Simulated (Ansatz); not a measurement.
# Bi: relaxation of cell and atoms with PBEsol+D3(BJ)

Bi:

```
Bi
1.0
     2.26750    1.30914    3.93800
    -2.26750    1.30914    3.93800
     0.00000   -2.61828    3.93800
Bi
2
Direct
  0.76600 0.76600 0.76600
  0.23400 0.23400 0.23400
```

```json
{"Program": "Ansatz 0.2.0", "Task": "relaxation of cell and atoms", "Functional": "PBEsol", "Dispersion": "D3(BJ)", "Potentials or basis": "Ansatz PAW", "Cutoff": "420 eV (not typed: the program's choice for these potentials)", "k mesh": "7 × 7 × 7", "Occupations": "fermi-dirac, width 0.05 eV", "Spin": "no spin polarisation"}
```

| Property | Result |
| --- | --- |
| Relaxed volume | 32.55 Å³/atom |
| Relaxed cell | a = 4.552 Å, b = 4.552 Å, c = 4.552 Å, α = 58.97°, β = 58.97°, γ = 58.97° |
| Space group after relaxing (to 0.05 Å) | R-3m (No. 166) |
| Energy gained by relaxing | 26.4 meV/atom |
| Ionic steps | 6 |
| Pressure after relaxing | 0.0 GPa |
| Largest force after relaxing | 0.004 eV/Å |
| Band gap on the k mesh | 0.19 eV, indirect (least direct gap 0.61 eV) |

Forces in eV/Å, atoms in the order of the input:
```
Bi   0.000  0.000 -0.004
Bi   0.000  0.000  0.004
```

The path:
| step | energy change (eV) | largest force (eV/Å) | volume (Å³) |
| --- | --- | --- | --- |
| 1 | 0.0000 | 0.1257 | 70.14 |
| 2 | -0.0409 | 0.2042 | 64.56 |
| 3 | -0.0508 | 0.0421 | 65.37 |
| 4 | -0.0535 | 0.0212 | 64.96 |
| 5 | -0.0536 | 0.0038 | 65.10 |
| 6 | -0.0528 | 0.0040 | 65.10 |

Final structure:
```yaml
crystal:
  lattice:
    - [2.24015, 1.29335, 3.74511]
    - [-2.24015, 1.29335, 3.74511]
    - [0.00000, -2.58670, 3.74511]
  atoms:
    - { symbol: Bi, position: [0.76066, 0.76066, 0.76066] }
    - { symbol: Bi, position: [0.23934, 0.23934, 0.23934] }
```

Levels at points of the mesh, in eV from the valence-band top:
```tsv
k point	band 11	band 12	band 13	band 14	band 15	band 16	band 17	band 18	band 19
(0.00, 0.00, 0.00)	-13.41	-7.03	-1.37	-1.26	-1.26	3.12	3.35	3.35	5.61
```

Run time: 9.8 s on 2 threads of AMD EPYC 7R43 64-Core Processor (Zen 3) (shared host), peak memory 0.43 GiB.

Caveat: odd divisions of the mesh miss points on the zone boundary, where band edges often lie, so the gap on the mesh can be too wide; the plane-wave basis is chosen anew once the cell has moved, so the energies of steps on either side of that aren't comparable; spin-orbit coupling is left out, which as a rule narrows the gap of such compounds by several tenths of an eV; the PAW data sets come from PBE, with cores solved anew for the run's functional, which leaves a small shift of forces and pressure. PBEsol gaps usually lie below the measured ones, often by a third to a half.
